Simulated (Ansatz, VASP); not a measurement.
# Ba2HgN2 in two plane-wave programs

Aim: how closely do two programs agree when they are given the same cell, functional and k mesh? The cell is invented: As first built, before any earlier steps moved the atoms (in the runner's words): it takes the Ba2CaN2 structure with some of its atoms replaced by other elements, volume scaled by an estimate. It may not be a known or stable phase. The cell is taken from a series of VASP runs on this material, whose earlier steps may have relaxed, scaled or displaced it; both programs get it as it stands.

Program: Ansatz 0.2.0. Level of theory: plane waves, with VASP 6.6.1 beside it; single point at r2SCAN. Results are calculated unless marked as measured.

### 1. The starting structure

It takes space group P-3m1 (No. 164, trigonal). The conventional cell has a = 4.781 Å, b = 4.781 Å, c = 6.046 Å, α = 90.00°, β = 90.00°, γ = 120.00°. Nearest to Hg lie 6 N at 3.06 Å. Nearest to Ba lie 5 N at 2.78 to 3.06 Å. Nearest to N lie 5 Ba at 2.78 to 3.06 Å and 3 Hg at 3.06 Å. As first built, before any earlier steps moved the atoms (in the runner's words): sites of the Ba2CaN2 structure (space group 164) filled with other elements, volume scaled by an estimate. Farther neighbours and most contacts between anions are not listed.

As a file:

```
Hg Ba N
1.0
     4.78072    0.00000    0.00000
    -2.39036    4.14023    0.00000
     0.00000    0.00000    6.04570
Hg Ba N
1 2 2
Direct
  0.00000 0.00000 0.50000
  0.66667 0.33333 0.22349
  0.33333 0.66667 0.77651
  0.66667 0.33333 0.71745
  0.33333 0.66667 0.28255
```

### 2. VASP: single point, r2SCAN

With cell and atoms fixed, the geometry can't cause a difference; cores, projectors, grids and the points listed under the comparison can.

Lines of VASP's logs that name or quote its potential files are left out, and so is its time.

Input file INCAR:

```
SYSTEM = Ba2HgN2
PREC = Accurate
ENCUT = 520
EDIFF = 1E-06
NELM = 100
ISMEAR = -1
SIGMA = 0.05
LREAL = .FALSE.
ALGO = Normal
METAGGA = R2SCAN
LASPH = .TRUE.
NBANDS = 27
LORBIT = 11
LWAVE = .FALSE.
LCHARG = .TRUE.
ISIF = 2
LELF = .TRUE.
LVHAR = .TRUE.
```

Input file POSCAR:

```
Ba2HgN2
1.0
    4.7807200727     -0.0000001588      0.0000000000
   -2.3903607913      4.1402255406      0.0000000000
    0.0000000000      0.0000000000      6.0456999130
Hg Ba N
1 2 2
Direct
    0.0000000000      0.0000000000      0.5000000000
    0.6666666700      0.3333333300      0.2234880382
    0.3333333300      0.6666666700      0.7765119618
    0.6666666700      0.3333333300      0.7174487942
    0.3333333300      0.6666666700      0.2825512058
```

Input file KPOINTS:

```
Automatic mesh
0
Gamma
6 6 4
0 0 0
```

PAW data sets: Hg, Ba_sv and N (PBE family, release 64).

Command:

```sh
mpirun -np 2 vasp_std
```

Numbers of over 12 decimals in the logs are rounded to 6 here.

The log of the run:

```text
[banner, memory and clock lines left out]
running    2 mpi-ranks, on    1 nodes
 distrk:  each k-point on    2 cores,    1 groups
 distr:  one band on    1 cores,    2 groups

 POSCAR found type information on POSCAR HgBaN
 POSCAR found :  3 types and       5 ions
|                                                                             |
|               ----> ADVICE to this user running VASP <----                  |
|                                                                             |
|     You enforced a specific xc type in the INCAR file but a different       |
|     [... a line on the potential file left out ...]
|     I HOPE YOU KNOW WHAT YOU ARE DOING!                                     |
|                                                                             |

 LDA part: xc-table for (None), standard interpolation
|                                                                             |
|           W    W    AA    RRRRR   N    N  II  N    N   GGGG   !!!           |
|           W    W   A  A   R    R  NN   N  II  NN   N  G    G  !!!           |
|           W    W  A    A  R    R  N N  N  II  N N  N  G       !!!           |
|           W WW W  AAAAAA  RRRRR   N  N N  II  N  N N  G  GGG   !            |
|           WW  WW  A    A  R   R   N   NN  II  N   NN  G    G                |
|           W    W  A    A  R    R  N    N  II  N    N   GGGG   !!!           |
|                                                                             |
|     The number of bands has been changed from the values supplied in        |
|     The orbitals not found in the WAVECAR file will be initialized with     |
|     random numbers, which is usually adequate. For correlated               |
|     calculations, however, you should redo the groundstate calculation.     |
|     I found NBANDS = 27. Now, NBANDS = 28.                                  |
|                                                                             |

 POSCAR, INCAR and KPOINTS ok, starting setup
 FFT: planning ... GRIDC
 FFT: planning ... GRID_SOFT
 FFT: planning ... GRID
 WAVECAR not read
 entering main loop
       N       E                     dE             d eps       ncg     rms          rms(c)
DAV:   1     0.202789624209E+03    0.20279E+03   -0.20717E+04  1344   0.141E+03
DAV:   2    -0.113969288056E+03   -0.31676E+03   -0.30522E+03  1784   0.313E+02
DAV:   3    -0.138288206372E+03   -0.24319E+02   -0.23872E+02  1640   0.848E+01
DAV:   4    -0.138956305419E+03   -0.66810E+00   -0.66675E+00  1976   0.124E+01
DAV:   5    -0.138969420726E+03   -0.13115E-01   -0.13112E-01  1688   0.153E+00    0.137E+01
DAV:   6    -0.120207608437E+03    0.18762E+02   -0.49570E+01  1756   0.476E+01    0.121E+01
DAV:   7    -0.120063720548E+03    0.14389E+00   -0.52895E+00  1500   0.132E+01    0.490E+00
DAV:   8    -0.119973361330E+03    0.90359E-01   -0.10453E+00  1548   0.563E+00    0.130E+00
DAV:   9    -0.119950473211E+03    0.22888E-01   -0.19748E-01  1628   0.197E+00    0.593E-01
DAV:  10    -0.119952988985E+03   -0.25158E-02   -0.12657E-02  1532   0.674E-01    0.298E-01
DAV:  11    -0.119953908374E+03   -0.91939E-03   -0.39740E-03  1532   0.408E-01    0.794E-02
DAV:  12    -0.119953989324E+03   -0.80950E-04   -0.39088E-04  1532   0.122E-01    0.318E-02
DAV:  13    -0.119954013027E+03   -0.23704E-04   -0.66770E-05  1500   0.426E-02    0.109E-02
DAV:  14    -0.119954012389E+03    0.63821E-06   -0.53879E-06  1464   0.143E-02
   1 F= -.11995401E+03 E0= -.11994133E+03  d E =-.253564E-01
```

OUTCAR, selected parts (step 2):

```text
ion  position               nearest neighbor table
   1  0.000  0.000  0.500-   2 3.23   3 3.23   2 3.23   3 3.23   2 3.23   3 3.23
   2  0.667  0.333  0.223-   5 2.78   5 2.78   5 2.78   4 2.99   4 3.06   1 3.23   1 3.23   1 3.23
                             3 3.86   3 3.86   3 3.86   3 4.34   3 4.34   3 4.34
   3  0.333  0.667  0.777-   4 2.78   4 2.78   4 2.78   5 2.99   5 3.06   1 3.23   1 3.23   1 3.23
                             2 3.86   2 3.86   2 3.86   2 4.34   2 4.34   2 4.34
   4  0.667  0.333  0.717-   3 2.78   3 2.78   3 2.78   2 2.99   2 3.06
   5  0.333  0.667  0.283-   2 2.78   2 2.78   2 2.78   3 2.99   3 3.06

  LATTYP: Found a hexagonal cell.
 ALAT       =     4.7807200727
 C/A-ratio  =     1.2646002738

 Subroutine GETGRP returns: Found 12 space group operations
 (whereof 12 operations were pure point group operations)

The static configuration has the point symmetry D_3d.

 Found     24 irreducible k-points:

   k-points           NKPTS =     24   k-points in BZ     NKDIM =     24   number of bands    NBANDS=     28

   dimension x,y,z NGX =    36 NGY =   36 NGZ =   48
   dimension x,y,z NGXF=    72 NGYF=   72 NGZF=   96

   ENCUT  =  520.0 eV  38.22 Ry    6.18 a.u.   8.89  8.89 11.24*2*pi/ulx,y,z

   NELECT =      42.0000    total number of electrons

 k-points in reciprocal lattice and weights: Automatic mesh
   0.00000000  0.00000000  0.00000000       0.007
   0.16666667 -0.00000000  0.00000000       0.042
   0.33333333 -0.00000000  0.00000000       0.042
   0.50000000 -0.00000000  0.00000000       0.021
   0.16666667  0.16666667  0.00000000       0.042
   0.33333333  0.16666667  0.00000000       0.083
   0.33333333  0.33333333  0.00000000       0.014
   0.00000000  0.00000000  0.25000000       0.014
   0.16666667 -0.00000000  0.25000000       0.042
[...]
0.33333333  0.16666667  0.50000000       0.083
   0.33333333  0.33333333  0.50000000       0.014

 average (electrostatic) potential at core
       1 -46.5749       2 -41.6067       3 -41.6067       4 -68.0046       5 -68.0046

 E-fermi :   2.0103

 k-point     1 :       0.0000    0.0000    0.0000
  band No.  band energies     occupation
    ...
     18       0.5227      2.00000
     19       1.3302      2.00000
     20       1.3302      2.00000
     21       1.9222      1.70711
     22       1.9509      1.53285
     23       4.9196      0.00000
     24       6.2337      0.00000
     25       6.2337      0.00000
     26       6.6578      0.00000
     27       6.7847      0.00000
    ...

 k-point     2 :       0.1667   -0.0000    0.0000
  band No.  band energies     occupation
    ...
     17       0.7450      2.00000
     18       1.0390      2.00000
     19       1.1879      2.00000
     20       1.4300      1.99998
     21       1.8881      1.84036
     22       2.1966      0.04702
     23       4.9029      0.00000
     24       5.4401      0.00000
     25       5.5869      0.00000
     26       6.8120      0.00000
    ...

 k-point     3 :       0.3333   -0.0000    0.0000
  band No.  band energies     occupation
    ...
     17       0.8742      2.00000
     18       1.1922      2.00000
     19       1.4959      1.99993
     20       1.6833      1.99711
     21       1.8118      1.96298
     22       2.6339      0.00001
     23       4.7236      0.00000
     24       4.8430      0.00000
     25       5.9447      0.00000
     26       6.1118      0.00000
    ...

  Total       -0.0203267     -0.0203267      0.0372448      0.0000000     -0.0000000      0.0000000
  in kB       -0.2721537     -0.2721538      0.4986689      0.0000001     -0.0000000      0.0000000
  external PRESSURE =      -0.0152129 kB  Pullay stress =       0.0000000 kB

  energy-cutoff  :      520.00
  volume of cell :      119.66
      direct lattice vectors                 reciprocal lattice vectors
     4.780720073 -0.000000159  0.000000000     0.209173514  0.120766408  0.000000000
    -2.390360791  4.140225541  0.000000000     0.000000008  0.241532740  0.000000000
     0.000000000  0.000000000  6.045699913     0.000000000  0.000000000  0.165406820

 POSITION                                       TOTAL-FORCE (eV/Angst)
 -----------------------------------------------------------------------------------
      0.00000      0.00000      3.02285        -0.000000      0.000000      0.000000
      2.39036      1.38008      1.35114        -0.000000      0.000000      0.009845
     -0.00000      2.76015      4.69456        -0.000000      0.000000     -0.009845
      2.39036      1.38008      4.33748         0.000000      0.000000     -0.006828
     -0.00000      2.76015      1.70822         0.000000     -0.000000      0.006828
 -----------------------------------------------------------------------------------
    total drift:                                0.000000     -0.000000      0.000000

  FREE ENERGIE OF THE ION-ELECTRON SYSTEM (eV)
  ---------------------------------------------------
  free  energy   TOTEN  =      -119.9540123892 eV

  energy  without entropy=     -119.9286559901  energy(sigma->0) =     -119.94133419

 total charge
# of ion       s       p       d       tot
------------------------------------------
    1        0.913   0.200   9.376  10.489
    2        2.029   5.609   0.378   8.016
    3        2.029   5.609   0.378   8.016
    4        1.296   2.192   0.000   3.488
    5        1.296   2.192   0.000   3.488
--------------------------------------------------
tot          7.563  15.801  10.132  33.496

[... 3 further parts left out ...]
```

The run has no spin, yet a partly filled p shell of the light anion may carry a moment.

### 3. Ansatz: single point, r2SCAN

Ansatz runs on its default PAW (the set named soft_2) files.

The same cell, functional, mesh and smearing now go to Ansatz, which takes its cutoff from its data sets.

Input file input.yaml:

```yaml
crystal:
  lattice:
    - [4.7807200727, -1.588e-07, 0.0]
    - [-2.3903607913, 4.1402255406, 0.0]
    - [0.0, 0.0, 6.045699913]
  atoms:
    - { symbol: Hg, position: [0.0, 0.0, 0.5] }
    - { symbol: Ba, position: [0.66666667, 0.33333333, 0.2234880382] }
    - { symbol: Ba, position: [0.33333333, 0.66666667, 0.7765119618] }
    - { symbol: "N", position: [0.66666667, 0.33333333, 0.7174487942] }
    - { symbol: "N", position: [0.33333333, 0.66666667, 0.2825512058] }
hamiltonian:
  xc: r2scan
  pseudopotentials: { kind: paw }
kpoints:
  mp_grid: { grid: [6, 6, 4] }
scf:
  occupations: { method: fermi_dirac, width: 0.05 }
  n_extra_bands: 5
output:
  forces: true
  stress: true
  eigenvalues: true
```

Command:

```sh
ansatz run input.yaml --threads 2 --pin off --max-ram 4608MiB --backend cpu --events-out ev --progress --plain --runs-dir out
```

The log of the run:

```text
Warning: the atoms were moved onto the symmetric positions of the space group found under crystal.symmetry.tolerance 1.0e-5 (fractional; no operation is sought that the atoms, as they stand in a round, miss by more than twice it, and no atom is moved by as much as it), and the run uses the moved positions. Before a round's move an operation carried an atom to 4.78e-8 Å from where it should land, the largest such dist [...]
scf.n_extra_bands = 5 over 25 filled bands (N_el = 50.0): the run solves 30 bands
Engine: ansatz 0.2.0, aarch64-unknown-linux-gnu
Pseudopotentials: kind: paw
Pseudopotential: Hg, paw, valence charge 20, recommended cutoff 500 eV (meta_gga), Hg.paw.azcp
Pseudopotential: Ba, paw, valence charge 10, recommended cutoff 500 eV (meta_gga), Ba.paw.azcp
Pseudopotential: N, paw, valence charge 5, recommended cutoff 500 eV (meta_gga), N.paw.azcp
Functional definition: r2SCAN
  parameter k0 = 0.174
  parameter k1 = 0.065
  parameter a1 = 4.9479
  exchange = r2scan_x(k0 = k0, k1 = k1, a1 = a1)
  correlation = r2scan_c
Crystal: 5 atoms, lattice volume = 119.664 Å³
Basis set: ecut = 500 eV, 3017 PW (Γ), exchange–correlation on 144×144×180 points (64 copies of the dense FFT grid, shifted against one another)
Bands: 30, of which v1, the nominal top of the filled ones, is band 25 counted from 1 (24 counted from 0)
Symmetry: 12 space group operations
Space group: P-3m1 (ITA 164), of the structure as read, at distance tolerance 4.9e-5 Å
k-points: 24 of 144
Non-local potential: Hg, projectors of the file, l = 0: 3, l = 1: 2, l = 2: 2, l = 3: 1
Non-local potential: Ba, projectors of the file, l = 0: 3, l = 1: 2, l = 2: 2, l = 3: 2
Non-local potential: N, projectors of the file, l = 0: 2, l = 1: 2, l = 2: 1
PAW form: soft (Blöchl's): semilocal exchange-correlation on the pseudo side does not see the compensation charge
PAW frozen core: Hg, regenerated for the run's functional (the file was generated under x = pbe(κ = 0.804, μ = 0.219515), c = pbe(β = 0.066725))
PAW frozen core: Ba, regenerated for the run's functional (the file was generated under x = pbe(κ = 0.804, μ = 0.219515), c = pbe(β = 0.066725))
PAW frozen core: N, regenerated for the run's functional (the file was generated under x = pbe(κ = 0.804, μ = 0.219515), c = pbe(β = 0.066725))
PAW one-centre angular grid: Hg, 590 points (default); XC on 160 Gauss nodes
PAW one-centre angular grid: Ba, 302 points (default); XC on 160 Gauss nodes
PAW one-centre angular grid: N, 302 points (default); XC on 160 Gauss nodes
Initial density: superposition of atomic densities (neutral atoms: chi_scale 0, normalization atom), corrected by the library's trained network
Initial wavefunctions: pseudopotential atomic-orbital guess
Functional: x = r2scan, c = r2scan; τ floored in thin density (d = 2e-4 eV/Å³)
SCF iter   1: F=—  HF=-26525.817045 eV  |F-HF|=—  |Δ(HF+E_count)|=         —  Δρ=8.70e-3  dr2=1.01e-1  dr2_τ=5.17e-2  ethr=1.77e-3  ⟨swp⟩=7.2  Hψ=3370  notcnv=0
preconditioner: auto → LDOS  [metal: Δε(μ)=0.030 eV  Ē_g=10.508 eV  σ=0.050 eV  W_gap=0.15  n_scr=22 (ndim 8)  ℏωp=20.9 eV  f_vac=0.048  D(μ)=2.76/eV (n_scr^D=20)  β→1.0]
SCF iter   2: F=—  HF=-26525.955858 eV  |F-HF|=—  |Δ(HF+E_count)|=   1.39e-1  Δρ=5.01e-3  dr2=2.69e-2  dr2_τ=4.70e-3  ethr=2.01e-4  ⟨swp⟩=3.0  Hψ=1729  notcnv=0
SCF iter   3: F=—  HF=-26525.949805 eV  |F-HF|=—  |Δ(HF+E_count)|=   6.05e-3  Δρ=1.38e-3  dr2=2.24e-3  dr2_τ=5.02e-4  ethr=5.38e-5  ⟨swp⟩=2.0  Hψ=1439  notcnv=0
SCF iter   4: F=—  HF=-26525.949368 eV  |F-HF|=—  |Δ(HF+E_count)|=   4.37e-4  Δρ=2.04e-4  dr2=4.69e-5  dr2_τ=1.84e-5  ethr=4.48e-6  ⟨swp⟩=2.0  Hψ=1301  notcnv=0
SCF iter   5: F=—  HF=-26525.949424 eV  |F-HF|=—  |Δ(HF+E_count)|=   5.61e-5  Δρ=6.26e-5  dr2=5.17e-6  dr2_τ=2.96e-7  ethr=9.39e-8  ⟨swp⟩=2.0  Hψ=1320  notcnv=0
SCF iter   6: F=—  HF=-26525.949427 eV  |F-HF|=—  |Δ(HF+E_count)|=   2.90e-6  Δρ=2.07e-5  dr2=5.18e-7  dr2_τ=3.07e-8  ethr=1.03e-8  ⟨swp⟩=2.0  Hψ=1181  notcnv=0
SCF iter   7: F=-26525.949428 eV  HF=-26525.949428 eV  |F-HF|=1.45e-8  |Δ(HF+E_count)|=   3.84e-7  Δρ=3.55e-6  dr2=9.40e-9  dr2_τ=1.37e-9  ethr=2.00e-10  ⟨swp⟩=7.1  Hψ=3701  notcnv=0
SCF 1 converged in 7 iterations: F = -26525.949428 eV  dr2 = 9.40e-9
  greatest PAW one-centre occupation: 1.001 electrons in one spin orbital (limit 2), on the Hg atom at site 0 (counted from 0), in its partial waves of l = 0
SCF converged after 7 iterations
Free energy (F): -26525.949428 eV
Harris-Foulkes:  -26525.949428 eV  (|F-HF|=1.45e-8)
Internal energy: -26525.926017 eV  (E = F + TS)
E sigma→0 (E₀):  -26525.937722 eV
Entropy (-TS):   -0.023411 eV (-4.682 meV/atom)
Fermi energy:    9.113257 eV
--- Per-component energies (eV) ---
  E_band       = -556.369349
  E_kinetic    = 1194.380535
  E_local      = -4547.137981  (includes V_loc(G=0)·N_el)
  E_nonlocal   = 277.452684
  E_hartree    = 1898.148772
  E_xc         = -640.287865
  E_vxc        = -752.760018  (∫ρ·V_xc dr)
  E_paw        = -20731.006478  (= ΣΔE_a)
  E_vpaw       = -569.409749  (= ΣTr[D̂ρ^β])
  E_aug_tail   = 0.000421  (compensation charges beyond the density's cutoff)
  E_vtau       = 44.807543  (kinetic-family band-sum trace: ∫τ·v_τ [+ j·A + Jᵃ·Aᵃ] dr)
  E_ewald      = -3977.408881
  E_core_change = -0.067225  (= ΣΔE_core)
  E_smearing   = -0.023411  (= −TS)
  E_closure    = -0.000000  (closes the sum)
  Σ components = -26525.949428   (vs F -26525.949428, Δ=0.00e0)
--- Forces (eV/Å), atoms counted from 1 ---
  atom   1  Hg    -0.00000000     0.00000000     0.00000000
  atom   2  Ba     0.00000000    -0.00000000     0.06938805
  atom   3  Ba    -0.00000000     0.00000000    -0.06938805
  atom   4  N      0.00000000    -0.00000000    -0.00570308
  atom   5  N     -0.00000000     0.00000000     0.00570308
  max |Σ_I F_I| component: 2.78e-17 eV/Å
--- Stress (GPa, compression-positive) ---
       -1.282317      -0.000000      -0.000000
       -0.000000      -1.282317       0.000000
       -0.000000       0.000000      -0.839475
  P = ⅓ Tr σ = -1.1347 GPa (-11.347 kbar)
--- Band table (eV; the first three rows and the last of 24) ---
  k-point 0: bands = [... 21 lower, 7.6384, 8.4614, 8.4614, 8.9720, 9.0839, 11.9630, 13.3334, 13.3334, ... 1 higher]
  k-point 1: bands = [... 21 lower, 7.6704, 8.3085, 8.3085, 8.6519, 8.7356, 11.1392, 13.2996, 13.2996, ... 1 higher]
  k-point 2: bands = [... 21 lower, 7.7333, 8.1296, 8.1296, 8.3120, 8.5150, 10.6294, 13.3816, 13.3816, ... 1 higher]
  k-point 23: bands = [... 21 lower, 7.4395, 8.3871, 8.3871, 8.9664, 9.7041, 10.8985, 12.7021, 14.2061, ... 1 higher]
```

Wall time 14 s (2 threads of Arm Neoverse N1, shared host); peak memory 0.67 GiB.

The column dr2 measures how far the density is from self-consistency, as an energy; F and HF (Harris–Foulkes) agree once it is small.

The run ends at a pressure of -1.13 GPa, with forces up to 0.069 eV/Å.

### 4. Differences

Known differences besides the potentials themselves: VASP keeps PBE cores, Ansatz makes them for the functional; the data sets hold 50 valence electrons in Ansatz (default PAW (the set named soft_2) files) and 42 in VASP; the cutoff is 500 eV in Ansatz and 520 eV in VASP. Total energies have different zeros and are not compared.

Both answers:

```
      quantity  Ansatz  VASP  difference
pressure (GPa)   -1.13  0.00       -1.13
```

At this near-relaxed geometry the largest component of a force difference is 60 meV/Å.

### 5. Other set-ups

Further runs change the set-up of one program: Ansatz's method, potentials or start, or VASP's data sets, cutoff or form of LDA. The table gives Ansatz less VASP for each quantity, since a change that brings one quantity closer may part another.

```
                                        run  r.m.s. force difference (meV/Å)  pressure (GPa)
                                   as above                               22            -1.1
                       cores kept as stored                               22            -1.1
   Ansatz's larger PAW set (cutoff 1000 eV)                               21            -1.1
norm-conserving potentials (cutoff 1252 eV)                               22            -1.1
```

### 6. What came out

| Property | Result |
| --- | --- |
| r.m.s. force difference (single point, r2SCAN) | 22 meV/Å |
| difference in pressure (single point, r2SCAN) | -1.1 GPa |

In words: The r.m.s. force difference is 22 meV/Å (single point, r2SCAN), beyond the 12 meV/Å picked in this series as the mark of a large difference. By the marks of this series, far apart in the single point, r2SCAN pair: the r.m.s. force difference, 22 meV/Å and the difference in pressure, -1.1 GPa. For single point, r2SCAN, no further run moves any of the tabulated differences by more than a quarter of its size. How closely two codes agree says nothing of how well the functional describes the real material.

[Lines on the potential files, build, host, timing and source positions are cut from VASP's logs without a mark.]

[Logs are printed without paths, hosts, clocks, repeated set-up lines and the standing remarks that a program may print on its own settings, such as how far it seeks lower states.]

[Hosts, paths, dates, database ids (printed as entryN), source tags and the programs' standing remarks are cut or masked in the printed files.]
